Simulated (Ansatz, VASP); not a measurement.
## B in VASP and in Ansatz

Contents of INCAR:

```
  PREC = Accurate
  ENCUT = 520
  EDIFF = 1E-6
  ISMEAR = -1
  SIGMA = 0.1
  LREAL = F
  LASPH = T
  NELM = 60
  ALGO = Normal
  ISIF = 2
  LWAVE = F
  LCHARG = F
  GGA = PS
  NBANDS = 8
```

File KPOINTS:

```
regular mesh
0
Gamma
  21 21 21
```

POSCAR

```
B
1.0
   -1.1641961778      1.1641961778      1.1641961778
    1.1641961778     -1.1641961778      1.1641961778
    1.1641961778      1.1641961778     -1.1641961778
B
1
Direct
    0.0000000000      0.0000000000      0.0000000000
```

Input for Ansatz:

```yaml
crystal:
  lattice:
    - [-1.1641961778, 1.1641961778, 1.1641961778]
    - [1.1641961778, -1.1641961778, 1.1641961778]
    - [1.1641961778, 1.1641961778, -1.1641961778]
  atoms:
    - { symbol: B, position: [0.0, 0.0, 0.0] }
hamiltonian:
  xc: pbesol
  pseudopotentials:
    kind: paw
    azcp:
      B: "pseudopotentials/B.paw.azcp"
basis:
  ecutwfc: 420
  fft_grid_basis: typed
kpoints:
  mp_grid: { grid: [21, 21, 21], shift: [0, 0, 0] }
magnetization:
  spin_polarized: false
scf:
  occupations: { method: fermi_dirac, width: 0.1 }
  lower_state_search: "off"
output:
  stress: true
```

Alike in both runs: task single point; functional PBEsol; k mesh 21 × 21 × 21; occupations fermi-dirac, width 0.1 eV; no spin polarisation.

```csv
,VASP,Ansatz
version,VASP 6.6.1,Ansatz 0.2.0
potentials or method,"VASP PAW PBE potentials, release 64 (B)","plane waves (420 eV) with PAW, scalar-relativistic"
plane-wave cutoff (eV),520,420
valence electrons in the cell,3,3
```

Ansatz gave:

| Property | Result |
| --- | --- |
| pressure (GPa) | -8.7 |

Problem. Which values does VASP return?

Solution. Pressure (GPa): -8.5.

Ansatz warned: «pseudo_functional_mismatch».

Caveats: the PAW data sets were made with another functional, which shifts forces and pressure a little (VASP).
